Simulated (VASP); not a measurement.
Write the native input for VASP 6.6.1 that does the following.

```
Task                   : Wannier functions by SCDM
Functional             : PBE
Potentials or basis    : VASP PAW PBE potentials, release 64 (Ta_pv, N)
Cutoff                 : 520 eV
k mesh                 : 5 × 5 × 3
Occupations            : gaussian, width 0.02 eV
Spin                   : no spin polarisation
Further INCAR settings : ALGO = Normal; EDIFF = 1e-07; ISYM = -1
```

The system is Ta2N.

```
CELL_PARAMETERS angstrom
3.11286 0.00000 0.00000
-1.55643 2.69582 0.00000
0.00000 0.00000 4.86984
ATOMIC_POSITIONS crystal
Ta 0.33333 0.66667 0.25471
Ta 0.66667 0.33333 0.74529
N 0.00000 0.00000 0.00000
```

The cell comes from a database or a generator and needn't be the stable form of this composition.

These files were run (other wordings do the same):

POSCAR

```
Ta2N
1.0
    3.1128615060      0.0000000000      0.0000000000
   -1.5564307530      2.6958171426      0.0000000000
    0.0000000000      0.0000000000      4.8698410000
Ta N
2 1
Direct
    0.3333333333      0.6666666667      0.2547110000
    0.6666666667      0.3333333333      0.7452890000
    0.0000000000      0.0000000000      0.0000000000
```

INCAR.step1

```
  PREC = Accurate
  ENCUT = 520
  EDIFF = 1E-7
  ISMEAR = 0
  SIGMA = 0.02
  LREAL = F
  LASPH = T
  NELM = 60
  ALGO = Normal
  ISIF = 2
  LWAVE = T
  LCHARG = T
  GGA = PE
```

INCAR.step2

```
  PREC = Accurate
  ENCUT = 520
  EDIFF = 1E-7
  ISMEAR = 0
  SIGMA = 0.02
  LREAL = F
  LASPH = T
  NELM = 60
  ALGO = Normal
  ISIF = 2
  LWAVE = F
  LCHARG = F
  GGA = PE
  ISTART = 1
  ICHARG = 11
  ISYM = -1
  NUM_WANN = 14
  LSCDM = T
```

KPOINTS

```
regular mesh
0
Gamma
  5 5 3
```

KPOINTS_OPT

```
path GMKGALHA,LM,KH
12
line-mode
reciprocal
 0.0000000000  0.0000000000  0.0000000000  G
 0.5000000000  0.0000000000  0.0000000000  M

 0.5000000000  0.0000000000  0.0000000000  M
 0.3333333333  0.3333333333  0.0000000000  K

 0.3333333333  0.3333333333  0.0000000000  K
 0.0000000000  0.0000000000  0.0000000000  G

 0.0000000000  0.0000000000  0.0000000000  G
 0.0000000000  0.0000000000  0.5000000000  A

 0.0000000000  0.0000000000  0.5000000000  A
 0.5000000000  0.0000000000  0.5000000000  L

 0.5000000000  0.0000000000  0.5000000000  L
 0.3333333333  0.3333333333  0.5000000000  H

 0.3333333333  0.3333333333  0.5000000000  H
 0.0000000000  0.0000000000  0.5000000000  A

 0.5000000000  0.0000000000  0.5000000000  L
 0.5000000000  0.0000000000  0.0000000000  M

 0.3333333333  0.3333333333  0.0000000000  K
 0.3333333333  0.3333333333  0.5000000000  H
```

KPOINTS_WAN

```
path GMKGALHA,LM,KH
12
line-mode
reciprocal
 0.0000000000  0.0000000000  0.0000000000  G
 0.5000000000  0.0000000000  0.0000000000  M

 0.5000000000  0.0000000000  0.0000000000  M
 0.3333333333  0.3333333333  0.0000000000  K

 0.3333333333  0.3333333333  0.0000000000  K
 0.0000000000  0.0000000000  0.0000000000  G

 0.0000000000  0.0000000000  0.0000000000  G
 0.0000000000  0.0000000000  0.5000000000  A

 0.0000000000  0.0000000000  0.5000000000  A
 0.5000000000  0.0000000000  0.5000000000  L

 0.5000000000  0.0000000000  0.5000000000  L
 0.3333333333  0.3333333333  0.5000000000  H

 0.3333333333  0.3333333333  0.5000000000  H
 0.0000000000  0.0000000000  0.5000000000  A

 0.5000000000  0.0000000000  0.5000000000  L
 0.5000000000  0.0000000000  0.0000000000  M

 0.3333333333  0.3333333333  0.0000000000  K
 0.3333333333  0.3333333333  0.5000000000  H
```

Potentials or basis: VASP PAW PBE potentials, release 64 (Ta_pv, N).

Launch:

```bash
$ cat potpaw_PBE.64/Ta_pv/POTCAR potpaw_PBE.64/N/POTCAR > POTCAR
$ cp INCAR.step1 INCAR
$ mpirun -np 1 vasp_std > vasp.out
$ cp INCAR.step2 INCAR
$ mpirun -np 1 vasp_std > vasp.out
```

It gave:

```yaml
Band_gap_along_the_path: none (metal or under the smearing width)
```

Caveat: the k mesh is coarse (spacing up to 0.47 Å⁻¹), so the values aren't converged; spin-orbit coupling is left out, which moves the levels of the heavy elements.

Wall time 47 s on 1 thread of Intel(R) Xeon(R) Platinum 8488C (Sapphire Rapids), with other jobs on the host, peak memory 0.2 GiB.
